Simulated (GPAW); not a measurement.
# Pb (Im-3m) in GPAW: notebook

Runs on Pb. Level: PBE. Tasks: single point, electron localisation function.

Everything below comes from runs of GPAW 26.7.0. Logs are shortened: lines on timing, memory, paths and dates and some standing lists are left out, and cuts for length are marked. The log counts tension as positive stress, the text compression.

## 1. The crystal as given

Symmetry: Im-3m, No. 229, cubic system. Conventional cell: a = 3.959 Å, b = 3.959 Å, c = 3.959 Å, α = 90.00°, β = 90.00°, γ = 90.00°. Pb (site symmetry m-3m) has 8 Pb at 3.43 Å as nearest neighbours.

This isn't the form of Pb at room conditions, which is fcc.

## 2. Single point, PBE, collinear spin, ferromagnetic start

run.py reads:

```python
from ase.io import read
from gpaw.dft import DFT

atoms = read('POSCAR')
atoms.set_initial_magnetic_moments([0.5])

dft = DFT(atoms,
          mode='fd',
          h=0.16,
          xc='PBE',
          kpts={'size': (9, 9, 9), 'gamma': True},
          occupations={'name': 'fermi-dirac', 'width': 0.05, 'fixmagmom': True},
          nbands=14,
          convergence={'density': 1e-05, 'energy': 1e-05},
          maxiter=150,
          txt='gpaw.txt')
print(f'Energy: {dft.calculate_energy():.6f} eV')
print('Forces (eV/A):')
print(dft.calculate_forces().round(4))
print('Moments:', dft.magmoms()[1].round(3))
dft.write_gpw_file('gs.gpw')
```

POSCAR reads:

```
Pb
1.0
   -1.9796595667      1.9796595667      1.9796595667
    1.9796595667     -1.9796595667      1.9796595667
    1.9796595667      1.9796595667     -1.9796595667
Pb
1
Direct
    0.0000000000      0.0000000000      0.0000000000
```

Potentials or basis: GPAW PAW data sets (gpaw-data 1.2.1), fd.

Started as:

```
$ OMP_NUM_THREADS=1 python run.py
```

gpaw.txt:

```text
Diagonalizing LCAO Hamiltonian
Converting LCAO to fd mode

       Pb

Atoms  # Å, Bohr magnetons
|   | symbol |        x |        y |        z |    initial magnetic moments |
|---|--------|----------|----------|----------|-----------------------------|
| 0 |     Pb | 0.000000 | 0.000000 | 0.000000 | ( 0.0000,  0.0000,  0.5000) |

Unit cell  # Å
| periodic |         x |         y |         z |  lengths |     angles |
|----------|-----------|-----------|-----------|----------|------------|
|      yes | -1.979660 |  1.979660 |  1.979660 | 3.428871 | 109.471221 |
|      yes |  1.979660 | -1.979660 |  1.979660 | 3.428871 | 109.471221 |
|      yes |  1.979660 |  1.979660 | -1.979660 | 3.428871 | 109.471221 |

Number of symmetries: 48
Symmetry operations  # r_c * U_cc + t_c -> r_c
|    | kind |            matrix            |
|----|------|------------------------------|
|  0 |  σ   |  1, 1, 1,  0, 0,-1,  0,-1, 0 |
|  1 |  C4  |  1, 1, 1,  0, 0,-1, -1, 0, 0 |
|  2 |  C2  |  1, 1, 1,  0,-1, 0,  0, 0,-1 |
|  3 |  S6  |  1, 1, 1,  0,-1, 0, -1, 0, 0 |
|  4 |  S6  |  1, 1, 1, -1, 0, 0,  0, 0,-1 |
|  5 |  C4  |  1, 1, 1, -1, 0, 0,  0,-1, 0 |
|  6 |  E   |  1, 0, 0,  0, 1, 0,  0, 0, 1 |
|  7 |  σ   |  1, 0, 0,  0, 1, 0, -1,-1,-1 |
|  8 |  σ   |  1, 0, 0,  0, 0, 1,  0, 1, 0 |
|  9 |  C3  |  1, 0, 0,  0, 0, 1, -1,-1,-1 |
| 10 |  C3  |  1, 0, 0, -1,-1,-1,  0, 1, 0 |
| 11 |  σ   |  1, 0, 0, -1,-1,-1,  0, 0, 1 |
| 12 |  σ   |  0, 1, 0,  1, 0, 0,  0, 0, 1 |
| 13 |  C2  |  0, 1, 0,  1, 0, 0, -1,-1,-1 |
| 14 |  C3  |  0, 1, 0,  0, 0, 1,  1, 0, 0 |
| 15 |  S4  |  0, 1, 0,  0, 0, 1, -1,-1,-1 |
| 16 |  S4  |  0, 1, 0, -1,-1,-1,  1, 0, 0 |
| 17 |  C3  |  0, 1, 0, -1,-1,-1,  0, 0, 1 |
| 18 |  C3  |  0, 0, 1,  1, 0, 0,  0, 1, 0 |
| 19 |  S4  |  0, 0, 1,  1, 0, 0, -1,-1,-1 |
| 20 |  σ   |  0, 0, 1,  0, 1, 0,  1, 0, 0 |
| 21 |  C3  |  0, 0, 1,  0, 1, 0, -1,-1,-1 |
| 22 |  C2  |  0, 0, 1, -1,-1,-1,  1, 0, 0 |
| 23 |  S4  |  0, 0, 1, -1,-1,-1,  0, 1, 0 |
| 24 |  C4  |  0, 0,-1,  1, 1, 1,  0,-1, 0 |
| 25 |  σ   |  0, 0,-1,  1, 1, 1, -1, 0, 0 |
| 26 |  S6  |  0, 0,-1,  0,-1, 0,  1, 1, 1 |
| 27 |  C2  |  0, 0,-1,  0,-1, 0, -1, 0, 0 |
| 28 |  C4  |  0, 0,-1, -1, 0, 0,  1, 1, 1 |
| 29 |  S6  |  0, 0,-1, -1, 0, 0,  0,-1, 0 |
| 30 |  S6  |  0,-1, 0,  1, 1, 1,  0, 0,-1 |
| 31 |  C4  |  0,-1, 0,  1, 1, 1, -1, 0, 0 |
| 32 |  C4  |  0,-1, 0,  0, 0,-1,  1, 1, 1 |
| 33 |  S6  |  0,-1, 0,  0, 0,-1, -1, 0, 0 |
| 34 |  σ   |  0,-1, 0, -1, 0, 0,  1, 1, 1 |
| 35 |  C2  |  0,-1, 0, -1, 0, 0,  0, 0,-1 |
| 36 |  C2  | -1, 0, 0,  1, 1, 1,  0, 0,-1 |
| 37 |  S6  | -1, 0, 0,  1, 1, 1,  0,-1, 0 |
| 38 |  S6  | -1, 0, 0,  0, 0,-1,  1, 1, 1 |
| 39 |  C2  | -1, 0, 0,  0, 0,-1,  0,-1, 0 |
| 40 |  C2  | -1, 0, 0,  0,-1, 0,  1, 1, 1 |
| 41 |  i   | -1, 0, 0,  0,-1, 0,  0, 0,-1 |
| 42 |  S4  | -1,-1,-1,  1, 0, 0,  0, 1, 0 |
| 43 |  C3  | -1,-1,-1,  1, 0, 0,  0, 0, 1 |
| 44 |  C3  | -1,-1,-1,  0, 1, 0,  1, 0, 0 |
| 45 |  σ   | -1,-1,-1,  0, 1, 0,  0, 0, 1 |
| 46 |  S4  | -1,-1,-1,  0, 0, 1,  1, 0, 0 |
| 47 |  C2  | -1,-1,-1,  0, 0, 1,  0, 1, 0 |

BZ-sampling:
  Number of BZ points: 729
  Number of IBZ points: 35

  Monkhorst-Pack size: [9, 9, 9]
  Monkhorst-Pack shift: [0, 0, 0]

K-points  # in reciprocal-cell coordinates
|     |                                coordinates |     weight |
|-----|--------------------------------------------|------------|
|   0 | (  0.00000000,   0.00000000,   0.00000000) | 0.00137174 |
|   1 | (  0.11111111,   0.00000000,   0.00000000) | 0.01646091 |
|   2 | (  0.11111111,   0.11111111,  -0.11111111) | 0.00823045 |
|   3 | (  0.22222222,   0.00000000,  -0.11111111) | 0.03292181 |
|   4 | (  0.22222222,   0.00000000,   0.00000000) | 0.01646091 |
|   5 | (  0.22222222,   0.11111111,  -0.11111111) | 0.03292181 |
|   6 | (  0.22222222,   0.22222222,  -0.22222222) | 0.00823045 |
|   7 | (  0.33333333,  -0.11111111,  -0.11111111) | 0.01097394 |
|   8 | (  0.33333333,   0.00000000,  -0.11111111) | 0.06584362 |
|   9 | (  0.33333333,   0.00000000,   0.00000000) | 0.01646091 |
| ... |                                            |            |
|  34 | (  0.44444444,   0.44444444,   0.44444444) | 0.01097394 |

Uniform wave function grid shape: (np.int64(16), np.int64(16), np.int64(16))
Spin-components: 2 (collinear spins)
Bands:           14
Projectors:      6
Spin-degeneracy: 1
Datatype:        complex128

Density:
  Valence electrons: 14.0
  Components: 2
  Grid points: [16 16 16]
  Charge: 0.0  # |e|

Potential:
  Grid points: [16 16 16]

species:
  Pb:
    name:    Lead
    Z:       82.0
    valence: 14
    core:    68
    charge:  0.0  # [|e|]
    compensation charges:
      type: gauss
      rc: 0.38  # [Å]
      lmax: 2
    cutoffs:
      filter: 2.36  # [Å]
      core: 2.43  # [Å]
    projectors
    | kind |    occ | energy [eV] | rcut [Å] |
    |------|--------|-------------|----------|
    |   6s |  2.000 |     -11.969 |    1.259 |
    |   6p |  2.000 |      -3.506 |    1.275 |
    |   5d | 10.000 |     -21.211 |    1.217 |
    |    s |        |      15.243 |    1.259 |
    |    p |        |      23.705 |    1.275 |
    |    d |        |       6.001 |    1.217 |

    Using partial waves for Pb as LCAO basis

Reference energy: -567274.463364  # eV

eigensolver:
  PPCG
  Converge bands: occupied
  niter=2

density mixing:
  MSR1-Mixer
  Pratt-step length: 0.05
  Maximum mixing coefficient: 0.75
  Old densities: 10
  SVD Regularization: 0.005
  Good broyden scale: 1.0
  Trust region scale: 1.0
  Backstep threshold: 4.0
  History deletion threshold: 6.0
  Fourier metric: weight=20.0, sigma=0.015

occupation numbers:
  Fixed magnetic moment: 0.500
  Fermi-Dirac:
    width: 0.0500  # eV

FastPoissonSolver using
    Stencil: 8*3+1=25 point O(h^6) finite-difference Laplacian
    FFT axes: [np.int64(0), np.int64(1), np.int64(2)]
    FST axes: []

xc functional:
  name: PBE with 2 nearest neighbor stencil
interpolation: tri-quintic # 5. degree polynomial

convergence criteria:
- Maximum integral of absolute [dens]ity change: 1e-05 electrons / valence electron
- Maximum [total energy] change in last 3 cyles: 1e-05 eV / valence electron
- Maximum integral of absolute [eigenst]ate change: 4e-08 eV^2 / valence electron
maximum number of iterations: 150

SCF iterations
|iter     | |      energy | eigst |  dens |  magmom |
|---------|-|-------------|-------|-------|---------|
|iter:   1| |   -3.680733 | +0.29 |       |  +0.4890|
|iter:   2| |   -3.689238 | -1.09 | -1.73 |  +0.4895|
|iter:   3| |   -3.679196 | -1.67 | -1.76 |  +0.4964|
|iter:   4| |   -3.679396 | -2.56 | -2.20 |  +0.4986|
|iter:   5| |   -3.679554 | -3.10 | -2.58 |  +0.5001|
|iter:   6| |   -3.679575 | -3.83 | -3.47 |  +0.5000|
|iter:   7| |   -3.679582c| -4.33 | -3.86 |  +0.5000|
|iter:   8| |   -3.679583c| -4.91 | -4.23 |  +0.5000|
|iter:   9| |   -3.679584c| -5.43 | -4.62 |  +0.5000|
|iter:  10| |   -3.679584c| -5.96 | -5.27c|  +0.5000|
|iter:  11| |   -3.679584c| -6.49 | -5.32c|  +0.5000|
|iter:  12| |   -3.679584c| -6.96 | -5.67c|  +0.5000|
|iter:  13| |   -3.679584c| -7.50c| -5.80c|  +0.5000|
SCF steps: 13
Energy contributions relative to reference atoms: (reference = -567274.463364)

Energy contributions:
  Kinetic:           8.399644
  Coulomb:          -8.396895
  Zero:              0.070925
  External:          0.000000
  Xc:               -3.750461
  Entropy:          -0.005594
  Spinorbit:         0.000000
  ----------------------------
  Free energy:      -3.682381
  Extrapolated:     -3.679584

Forces  # eV/Ang
|       x |       y |        z |
|---------|---------|----------|
| 0.00000 | 0.00000 | -0.00000 |  # Pb   0

Total magnetic moment: (0.000000, 0.000000, 0.500000)

Local magnetic moments
|        x |        y |        z |
|----------|----------|----------|
| 0.000000 | 0.000000 | 0.146105 |  # Pb   0

Writing to gs.gpw (mode='')

  __  _  _
 | _ |_)|_||  |
 |__||  | ||/\| - 26.7.0

Input parameters:
  mode=FD(),
  convergence={'density': 1e-05, 'energy': 1e-05},
  h=0.16,
  kpts=MonkhorstPack(size=(9, 9, 9), gamma=True),
  maxiter=150,
  nbands=14,
  occupations=Occupations(name='fermi-dirac', width=0.05, fixmagmom=True),
  xc=XC(name='PBE')
# Writing to gs.gpw (mode='')
```

Wall time 38 s (1 thread of Arm Neoverse V2, shared host); peak memory 0.23 GiB.

Results:

| Item | Value |
| --- | --- |
| Free energy | -3.6824 eV |
| Net moment | 0.50 μB per cell |
| Site moments | Pb +0.15 μB |

Caveat: the real-space grid adds noise to forces; the gap line of the log is wrong at fixed moment; the total moment is fixed, so each spin has its own Fermi level.

## 3. Electron localisation function, PBE

run.py reads:

```python
from ase import Atoms
from ase.dft.bandgap import bandgap
from ase.io import write
from ase.units import Bohr, GPa
from gpaw import GPAW, PW
from gpaw.elf import elf_from_dft_calculation

atoms = Atoms(['Pb'],
              cell=[[-1.9796595667, 1.9796595667, 1.9796595667],
                    [1.9796595667, -1.9796595667, 1.9796595667],
                    [1.9796595667, 1.9796595667, -1.9796595667]],
              scaled_positions=[[0.0, 0.0, 0.0]],
              pbc=True)

calc = GPAW(mode=PW(600),
            xc='PBE',
            kpts={'size': (9, 9, 9), 'gamma': True},
            occupations={'name': 'fermi-dirac', 'width': 0.05},
            nbands=14,
            convergence={'density': 1e-05, 'energy': 1e-05},
            maxiter=150,
            txt='gpaw.txt')
atoms.calc = calc
energy = atoms.get_potential_energy()
forces = atoms.get_forces()
stress = atoms.get_stress()
calc.write('gs.gpw')
write('result.traj', atoms)
print(f'Energy: {energy:.6f} eV')
print('Forces (eV/A):')
print(forces.round(4))
print('Stress (GPa):', (stress / GPa).round(3))
print('Fermi level:', round(calc.get_fermi_level(), 4), 'eV')
print(f'Gap: {bandgap(calc)[0]:.4f} eV, direct: {bandgap(calc, direct=True)[0]:.4f} eV')

# fields on the real-space grid
write('density.cube', atoms, data=calc.get_pseudo_density() * Bohr**3)
write('potential.cube', atoms, data=calc.get_electrostatic_potential())
write('elf.cube', atoms, data=elf_from_dft_calculation(calc).data)
```

Potentials or basis: GPAW PAW data sets (gpaw-data 1.2.1), pw.

Started as:

```
$ OMP_NUM_THREADS=1 python run.py
```

Run time: 6.3 s. Hardware: 1 thread of Arm Neoverse V2, shared host; peak memory 0.14 GiB.

The run converged. Its results:

```
Free energy            : -3.7597 eV
Pressure               : 0.5 GPa
Band gap on the k mesh : none (metal or under the smearing width)
```

Levels at points of the mesh, in eV from the Fermi level:
```
           k point  band 3  band 4  band 5  band 6  band 7  band 8  band 9  band 10
(0.00, 0.00, 0.00)  -17.15  -16.93  -16.93  -11.59    7.36    7.36    7.36    11.12
```
